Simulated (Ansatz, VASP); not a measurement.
**Bi in VASP and in Ansatz**

INCAR

```
  PREC = Accurate
  ENCUT = 520
  EDIFF = 1E-7
  ISMEAR = -1
  SIGMA = 0.05
  LREAL = False
  LASPH = True
  NELM = 60
  ALGO = Normal
  ISIF = 2
  LWAVE = False
  LCHARG = True
  GGA = PS
  LELF = True
  LVHAR = True
  NBANDS = 22
```

Contents of KPOINTS:

```
Automatic mesh
0
Gamma
  6 6 9
```

Contents of POSCAR:

```
Bi
1.0
    3.4885980000     -3.1325780000      0.0000000000
    3.4885980000      3.1325780000      0.0000000000
   -1.2602350000      0.0000000000      3.1135500000
Bi
2
Direct
    0.7502280000      0.7515860000      0.8490970000
    0.2471020000      0.2530770000      0.1447550000
```

Contents of input.yaml:

```yaml
crystal:
  lattice:
    - [3.488598, -3.132578, 0.0]
    - [3.488598, 3.132578, 0.0]
    - [-1.260235, 0.0, 3.11355]
  atoms:
    - { symbol: Bi, position: [0.750228, 0.751586, 0.849097] }
    - { symbol: Bi, position: [0.247102, 0.253077, 0.144755] }
hamiltonian:
  xc: pbesol
  pseudopotentials: { kind: paw }
kpoints:
  mp_grid: { grid: [6, 6, 9] }
scf:
  occupations: { method: fermi_dirac, width: 0.05 }
output:
  forces: true
  stress: true
  eigenvalues: true
  write_density: true
  write_potential: true
  elf: true
  volumetric_format: npy
```

Change from the starting cell: atoms moved at random, drawn with an rms of 0.05 Å.

Alike in both runs: task single point; functional PBEsol; k mesh 6 × 6 × 9; occupations fermi-dirac, width 0.05 eV; no spin polarisation.

```csv
,VASP,Ansatz
version,VASP 6.6.1,Ansatz 0.2.0
potentials or method,"VASP PAW PBE potentials, release 64 (Bi_d)",Ansatz PAW
plane-wave cutoff (eV),520,420
valence electrons in the cell,30,30
```

Ansatz gave:

- gap on the k mesh at the Fermi level (eV): none
- pressure (GPa): -2.6
- largest component of the traceless stress (GPa): 0.75
- rms of the force components (eV/Å): 0.061

Problem. Which values does VASP return?

Solution. gap on the k mesh at the Fermi level (eV): none; pressure (GPa): -2.6; largest component of the traceless stress (GPa): 0.76; rms of the force components (eV/Å): 0.060.

Atom by atom the forces differ by 0.001 eV/Å (rms over components). A gap of «none» marks a metal or a gap that the smearing closes. The functional is the same, so the differences come from potentials, cutoffs and numerics.

Caveats: spin-orbit coupling is left out, which moves the levels of the heavy elements; the PAW data sets were made with another functional, which shifts forces and pressure a little (VASP); the PAW data sets come from PBE, with cores solved anew for the run's functional, which leaves a small shift of forces and pressure (Ansatz).
